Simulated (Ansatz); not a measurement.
Born–Oppenheimer molecular dynamics of a periodic cell of 16 atoms, WC (start crystal WC, start structure P-6m2, volume 1.1 times the crystal's). It goes on from the last frame of an earlier run, with new velocities.

These are results of DFT PBE, scalar-relativistic, plane waves, PAW in Ansatz, not measurements. Settings: accuracy low, PAW set soft_1, cutoff 420 eV, k mesh 2x2x2, fermi-dirac smearing 0.17 eV, no spin polarisation.

* ensemble: NVT, Langevin thermostat
* time step: 1 fs
* steps asked: 260
* set temperature: 1600 K
* friction: 0.02 /fs
* temperature schedule: 195 steps to 300 K, then 65 steps to 300 K
* seed: 316247

Frames 20 fs apart, positions in Å, forces in eV/Å.

Velocities at 0 fs (Å/ps):

```
W -5.69 -5.09 -5.54
C 1.01 -11.70 -1.33
W 0.54 0.14 2.84
C 5.08 17.08 8.87
W -3.89 3.16 -4.27
C 0.51 -7.91 10.00
W -2.37 0.68 -1.74
C 7.26 5.33 6.29
W 3.47 -2.11 2.02
C 21.65 2.48 -9.67
W 2.26 0.00 3.03
C -9.76 3.76 -3.19
W 1.78 1.17 1.69
C -6.32 -11.04 6.45
W 1.83 1.75 0.40
C 12.26 6.54 6.45
```

```xyz
16
Lattice="-2.9751 -5.1530 0.0000 4.4627 -2.5765 0.0000 0.0000 0.0000 5.8300" Properties=species:S:1:pos:R:3:forces:R:3 time_fs=0 energy_less_start_eV=0.000 T=1500
W 0.110 -4.947 -0.061 -0.15 -4.07 0.73
C 1.488 -4.256 1.161 1.48 1.36 4.42
W 0.089 -5.094 2.885 0.94 -0.55 0.95
C 1.669 -4.293 4.366 -1.19 1.05 0.12
W -1.337 -2.453 0.066 -0.05 0.57 1.70
C 0.211 -1.682 1.455 -1.35 0.49 1.24
W -1.361 -2.538 3.107 0.52 0.21 -3.30
C 0.210 -1.694 4.598 -0.62 1.24 -2.39
W 1.702 -2.446 0.036 -0.50 -0.74 0.47
C 3.001 -1.653 1.574 1.08 -0.06 -0.50
W 1.487 -2.600 3.002 2.85 1.26 -1.25
C 3.163 -1.768 4.324 -0.98 1.72 0.89
W 0.219 0.191 0.071 -2.60 -2.71 0.27
C -1.399 -4.336 1.496 0.61 2.07 1.13
W 0.132 0.054 3.006 -0.17 -0.13 -0.97
C -1.375 -4.053 4.632 0.13 -1.73 -3.51
16
Lattice="-2.9751 -5.1530 0.0000 4.4627 -2.5765 0.0000 0.0000 0.0000 5.8300" Properties=species:S:1:pos:R:3:forces:R:3 time_fs=20 energy_less_start_eV=-0.455 T=1935
W 0.061 -5.083 -0.113 1.77 0.56 4.11
C 1.721 -4.214 1.599 -1.13 0.06 -0.57
W 0.111 -5.139 2.956 0.75 0.68 -0.72
C 1.644 -4.107 4.535 -1.07 -1.16 -1.10
W -1.446 -2.382 0.024 2.85 -1.81 1.78
C 0.141 -1.804 1.650 -0.07 1.47 -1.18
W -1.407 -2.554 3.042 1.70 1.92 -1.57
C 0.087 -1.434 4.404 0.14 -2.47 1.47
W 1.736 -2.461 0.061 -2.82 0.03 1.84
C 3.314 -1.582 1.462 -2.25 -0.27 0.37
W 1.555 -2.607 3.053 0.87 2.01 -1.67
C 2.975 -1.652 4.433 1.82 0.69 -0.67
W 0.223 0.195 0.089 -0.91 -1.48 -0.75
C -1.353 -4.238 1.718 0.26 -0.33 -2.61
W 0.137 0.064 2.984 -0.35 0.22 -0.42
C -1.293 -4.183 4.342 -1.56 -0.10 1.68
16
Lattice="-2.9751 -5.1530 0.0000 4.4627 -2.5765 0.0000 0.0000 0.0000 5.8300" Properties=species:S:1:pos:R:3:forces:R:3 time_fs=40 energy_less_start_eV=0.102 T=1668
W 0.054 -5.163 -0.088 0.21 1.76 4.16
C 1.693 -4.065 1.664 -0.27 -2.26 -1.44
W 0.152 -5.229 3.047 -1.65 3.40 -3.08
C 1.435 -4.233 4.473 1.60 0.58 -0.37
W -1.498 -2.330 0.006 1.25 -3.65 2.74
C 0.062 -1.734 1.581 0.78 0.71 -0.02
W -1.431 -2.616 2.967 1.38 1.73 -0.20
C -0.188 -1.511 4.595 3.07 -0.61 -2.39
W 1.721 -2.486 0.028 -3.57 0.06 1.66
C 3.168 -1.575 1.579 -0.39 -1.33 -1.04
W 1.608 -2.583 3.050 -1.11 1.58 -1.18
C 3.107 -1.655 4.424 -0.57 -0.92 0.30
W 0.181 0.144 0.135 -1.61 -1.42 -1.22
C -1.276 -4.348 1.506 -0.68 0.95 0.55
W 0.088 0.048 2.944 0.41 -1.31 0.99
C -1.508 -4.302 4.381 1.15 0.72 0.53
16
Lattice="-2.9751 -5.1530 0.0000 4.4627 -2.5765 0.0000 0.0000 0.0000 5.8300" Properties=species:S:1:pos:R:3:forces:R:3 time_fs=60 energy_less_start_eV=0.063 T=1419
W 0.072 -5.191 -0.043 0.60 1.28 2.46
C 1.465 -4.293 1.290 0.84 0.40 2.06
W 0.177 -5.271 3.074 -1.91 2.76 -3.21
C 1.616 -4.231 4.270 0.46 -0.82 1.69
W -1.481 -2.344 0.020 3.06 -4.26 -0.11
C 0.239 -1.544 1.441 -1.66 -2.18 1.23
W -1.442 -2.632 2.922 2.01 0.64 0.37
C 0.261 -1.827 4.452 -2.45 2.21 -0.72
W 1.668 -2.468 0.018 -1.74 -1.78 1.18
C 3.011 -1.859 1.634 1.61 2.14 -1.46
W 1.644 -2.533 3.001 -2.15 -1.28 -1.18
C 3.139 -1.806 4.459 0.23 0.88 -0.56
W 0.163 0.050 0.142 -0.35 0.04 -2.82
C -1.375 -4.328 1.486 0.05 1.01 0.62
W 0.073 0.034 2.930 2.41 -1.39 1.85
C -1.312 -4.262 4.520 -1.00 0.36 -1.38
16
Lattice="-2.9751 -5.1530 0.0000 4.4627 -2.5765 0.0000 0.0000 0.0000 5.8300" Properties=species:S:1:pos:R:3:forces:R:3 time_fs=80 energy_less_start_eV=-0.653 T=1322
W 0.097 -5.239 -0.004 0.49 1.92 0.95
C 1.471 -4.415 1.477 1.17 1.11 -0.14
W 0.152 -5.297 3.042 -0.59 3.58 -2.35
C 1.798 -4.271 4.356 -2.37 0.63 -0.30
W -1.440 -2.432 -0.011 2.00 -2.98 0.68
C -0.018 -1.715 1.594 1.64 0.52 -2.22
W -1.358 -2.614 2.851 -0.50 0.49 2.32
C 0.161 -1.682 4.214 0.00 -0.34 2.33
W 1.651 -2.476 0.050 -1.45 -2.36 -0.67
C 3.135 -1.788 1.430 -0.97 0.93 0.67
W 1.669 -2.485 2.930 -1.51 -2.66 0.13
C 3.181 -1.810 4.404 -0.79 1.14 1.00
W 0.138 -0.029 0.114 0.31 0.31 -1.86
C -1.439 -4.358 1.644 0.87 -0.06 -2.28
W 0.076 0.038 2.966 1.92 -1.74 -0.12
C -1.300 -4.251 4.290 -0.23 -0.47 1.87
16
Lattice="-2.9751 -5.1530 0.0000 4.4627 -2.5765 0.0000 0.0000 0.0000 5.8300" Properties=species:S:1:pos:R:3:forces:R:3 time_fs=100 energy_less_start_eV=-0.999 T=1135
W 0.132 -5.234 0.036 1.29 2.81 -0.11
C 1.664 -4.255 1.533 -0.08 -0.63 -0.46
W 0.107 -5.255 3.017 0.92 3.32 -1.57
C 1.533 -4.245 4.395 1.05 -0.12 0.03
W -1.347 -2.591 -0.050 -1.12 0.54 1.72
C 0.088 -1.700 1.347 0.66 -0.76 2.45
W -1.299 -2.615 2.866 -1.00 1.17 0.96
C -0.028 -1.596 4.527 1.92 -1.17 -2.82
W 1.655 -2.526 0.067 -1.26 -1.75 -1.02
C 3.086 -1.652 1.454 0.81 -1.16 0.92
W 1.697 -2.443 2.906 -2.07 -2.78 1.23
C 3.071 -1.674 4.516 0.14 -0.91 -1.71
W 0.154 -0.065 0.071 -1.28 2.73 -1.23
C -1.306 -4.395 1.260 -0.37 1.32 3.35
W 0.114 0.039 2.974 0.42 -0.71 -0.29
C -1.372 -4.182 4.433 -0.04 -1.90 -1.43
16
Lattice="-2.9751 -5.1530 0.0000 4.4627 -2.5765 0.0000 0.0000 0.0000 5.8300" Properties=species:S:1:pos:R:3:forces:R:3 time_fs=120 energy_less_start_eV=-1.182 T=965
W 0.179 -5.204 0.142 0.23 0.45 -2.18
C 1.807 -4.213 1.326 -0.81 -1.38 1.92
W 0.085 -5.153 2.969 2.58 0.05 0.76
C 1.568 -4.283 4.445 0.60 -0.65 -0.65
W -1.309 -2.667 -0.073 -0.28 1.02 1.15
C 0.263 -1.748 1.556 -1.25 0.78 -1.57
W -1.237 -2.623 2.900 -2.13 1.13 0.34
C 0.227 -1.810 4.276 -1.55 0.96 1.97
W 1.621 -2.578 0.036 1.30 -0.34 -1.11
C 3.188 -1.731 1.669 -0.25 1.18 -2.94
W 1.680 -2.445 2.903 0.29 -4.20 1.49
C 3.125 -1.766 4.465 -0.15 0.56 0.18
W 0.174 -0.051 0.033 -0.15 0.39 0.03
C -1.290 -4.307 1.582 -0.28 0.07 -1.77
W 0.128 0.033 2.941 0.56 -1.79 0.26
C -1.437 -4.447 4.293 1.30 1.76 2.13
16
Lattice="-2.9751 -5.1530 0.0000 4.4627 -2.5765 0.0000 0.0000 0.0000 5.8300" Properties=species:S:1:pos:R:3:forces:R:3 time_fs=140 energy_less_start_eV=-1.664 T=966
W 0.205 -5.152 0.210 0.49 -0.29 -4.80
C 1.752 -4.337 1.524 -0.30 0.98 -0.26
W 0.139 -5.105 2.962 1.79 -1.62 0.82
C 1.642 -4.455 4.350 0.35 1.38 0.90
W -1.278 -2.647 -0.059 -0.44 1.23 1.93
C 0.241 -1.621 1.498 -0.31 -1.02 -0.29
W -1.184 -2.614 2.949 -2.80 1.01 -0.92
C 0.160 -1.733 4.331 0.68 0.05 0.99
W 1.633 -2.632 -0.015 1.15 0.41 1.15
C 3.207 -1.630 1.455 -0.60 -1.48 1.41
W 1.661 -2.496 2.936 1.27 -1.57 -0.33
C 3.189 -1.807 4.558 -1.12 0.91 -1.87
W 0.177 -0.049 -0.021 0.59 0.54 1.37
C -1.211 -4.228 1.498 -1.12 -0.33 0.00
W 0.149 0.050 2.923 0.74 -0.56 0.34
C -1.274 -4.376 4.451 -0.38 0.35 -0.44
16
Lattice="-2.9751 -5.1530 0.0000 4.4627 -2.5765 0.0000 0.0000 0.0000 5.8300" Properties=species:S:1:pos:R:3:forces:R:3 time_fs=160 energy_less_start_eV=-1.368 T=772
W 0.259 -5.093 0.194 -1.07 -1.48 -2.70
C 1.710 -4.295 1.757 -0.14 -0.26 -2.75
W 0.203 -5.123 2.977 -0.44 -1.09 0.87
C 1.769 -4.331 4.441 -0.96 -0.05 -0.24
W -1.263 -2.618 -0.001 -0.38 0.56 1.50
C 0.247 -1.730 1.380 -0.66 -0.04 1.46
W -1.190 -2.572 2.964 -1.56 -0.09 -0.07
C 0.231 -1.705 4.565 -0.22 -0.33 -2.70
W 1.651 -2.682 -0.048 1.62 1.89 2.80
C 3.087 -1.869 1.594 0.98 1.93 -1.83
W 1.701 -2.560 2.982 -0.65 -0.52 -0.50
C 3.139 -1.741 4.316 0.82 0.44 1.72
W 0.189 -0.013 -0.023 -0.21 0.60 1.42
C -1.415 -4.255 1.442 1.44 -0.45 0.94
W 0.170 0.034 2.909 0.84 -0.94 0.61
C -1.302 -4.290 4.447 0.60 -0.16 -0.54
16
Lattice="-2.9751 -5.1530 0.0000 4.4627 -2.5765 0.0000 0.0000 0.0000 5.8300" Properties=species:S:1:pos:R:3:forces:R:3 time_fs=180 energy_less_start_eV=-2.073 T=826
W 0.271 -5.103 0.137 -1.84 -1.27 -2.72
C 1.641 -4.310 1.419 1.75 0.58 1.60
W 0.268 -5.172 2.993 -0.92 0.64 0.01
C 1.759 -4.318 4.401 -0.50 0.47 0.24
W -1.229 -2.559 0.060 -0.56 -0.60 -0.31
C 0.195 -1.859 1.577 0.78 1.71 -1.50
W -1.224 -2.508 2.982 -0.89 -1.93 -0.37
C 0.295 -1.678 4.303 -0.86 -0.03 1.59
W 1.659 -2.621 -0.024 1.40 1.27 1.81
C 3.240 -1.639 1.478 -0.57 -1.27 0.26
W 1.730 -2.587 3.003 0.14 0.34 -1.75
C 3.203 -1.649 4.462 0.23 -0.62 -0.40
W 0.219 0.015 0.016 0.43 0.00 0.24
C -1.281 -4.356 1.611 0.36 0.91 -1.80
W 0.207 0.023 2.893 0.61 -0.39 1.64
C -1.288 -4.278 4.306 0.45 0.19 1.45
16
Lattice="-2.9751 -5.1530 0.0000 4.4627 -2.5765 0.0000 0.0000 0.0000 5.8300" Properties=species:S:1:pos:R:3:forces:R:3 time_fs=200 energy_less_start_eV=-2.439 T=708
W 0.244 -5.144 0.069 1.02 0.66 -0.29
C 1.887 -4.247 1.458 -1.75 0.18 0.34
W 0.266 -5.184 3.028 -0.35 1.20 -1.47
C 1.694 -4.239 4.372 0.40 -0.40 0.71
W -1.189 -2.503 0.084 -0.34 -0.70 -1.24
C 0.320 -1.691 1.487 -0.44 0.13 0.22
W -1.248 -2.475 2.981 1.28 -1.74 -0.29
C 0.212 -1.618 4.396 0.29 -0.47 0.08
W 1.700 -2.520 -0.021 1.17 -0.73 1.74
C 3.286 -1.667 1.488 -0.58 -0.31 0.22
W 1.765 -2.613 2.974 -0.56 1.92 -0.81
C 3.244 -1.694 4.520 -0.36 0.07 -1.50
W 0.261 0.033 0.069 0.51 0.43 -0.86
C -1.128 -4.251 1.413 -1.03 0.00 1.36
W 0.218 0.033 2.903 1.72 0.06 1.49
C -1.176 -4.222 4.380 -0.98 -0.30 0.28
16
Lattice="-2.9751 -5.1530 0.0000 4.4627 -2.5765 0.0000 0.0000 0.0000 5.8300" Properties=species:S:1:pos:R:3:forces:R:3 time_fs=220 energy_less_start_eV=-2.113 T=477
W 0.214 -5.174 0.010 0.89 1.35 1.43
C 1.725 -4.157 1.528 0.18 -1.74 -0.92
W 0.276 -5.178 3.033 -0.65 2.08 -2.45
C 1.751 -4.213 4.463 -0.23 -0.61 -0.29
W -1.192 -2.459 0.079 -1.45 -1.11 -0.15
C 0.319 -1.603 1.486 -0.67 -0.86 0.39
W -1.228 -2.491 2.980 0.22 -1.03 -0.12
C 0.171 -1.682 4.491 1.15 0.48 -1.09
W 1.742 -2.459 -0.009 0.21 -1.61 0.72
C 3.210 -1.784 1.502 0.33 1.57 -0.26
W 1.772 -2.618 2.914 -1.46 1.95 1.00
C 3.225 -1.714 4.232 -0.13 -0.13 2.56
W 0.281 0.043 0.095 -0.34 0.71 -1.57
C -1.252 -4.144 1.488 0.54 -1.09 0.41
W 0.238 0.039 2.925 1.34 0.00 0.99
C -1.243 -4.250 4.473 0.07 0.04 -0.64
```

Of the whole run (260 fs, mean temperature of the second half 688 K): The schedule's set-point averaged 409 K over the second half and the system 688 K, so it lags behind the ramp. A run of 0.26 ps of so small a system gives no equilibrium averages. Limits of this set-up: coarse k mesh, low accuracy level.

Time of the run: 19 min on 1 thread of Arm Neoverse V2 (shared host), peak memory 0.59 GiB.
